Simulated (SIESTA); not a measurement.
**Ti under changes of volume**

One of the cells (17.988 Å³/atom); the others are scaled copies at fixed shape and fractional positions:

```xyz
2
Lattice="2.9695 0.0000 0.0000 -1.4848 2.5717 0.0000 0.0000 0.0000 4.7110" Properties=species:S:1:pos:R:3 pbc="T T T"
Ti    1.4848    0.8572    3.5332
Ti    0.0000    1.7145    1.1777
```

```yaml
Program: SIESTA 5.4.2
Functional: PBE
Potentials_or_basis: PseudoDojo 0.4 standard (PBE files)
Basis: DZP (energy shift 0.002 Ry)
Grid_cutoff: 800 Ry
Energy_shift: 0.002 Ry
k_mesh: 10 × 10 × 6
Occupations: fermi-dirac, width 0.05 eV
Spin: no spin polarisation
```

```csv
volume (Å³/atom),energy over the lowest point (meV/atom),pressure (GPa)
16.577,14.89,6.1
16.930,4.61,3.4
17.283,0.00,0.9
17.988,6.44,-3.5
18.341,16.28,-5.4
18.694,?,?
```

**Question.** What does the run at 18.694 Å³/atom give?

**Answer.** Energy over the lowest point 30.11 meV/atom; pressure -7.1 GPa.

Worked out: A Birch-Murnaghan fit of order 3 (a polynomial in V^(-2/3)) to the other rows has its minimum at 17.40 Å³/atom with B0 = V·E''(V) = 114 GPa and B' = 4.0 at fixed shape and positions, which overstates the stiffness. It gives 30.09 meV/atom at 18.694 Å³/atom, against the run's 30.11, and -dE/dV = -7.1 GPa, against -7.1.

Energies are extrapolated to zero smearing.

Caveats: semicore shells carry a single zeta, which can move pressures by several GPa and volumes by a few percent; the basis of atomic orbitals isn't converged, which shifts pressures, moduli and gaps.
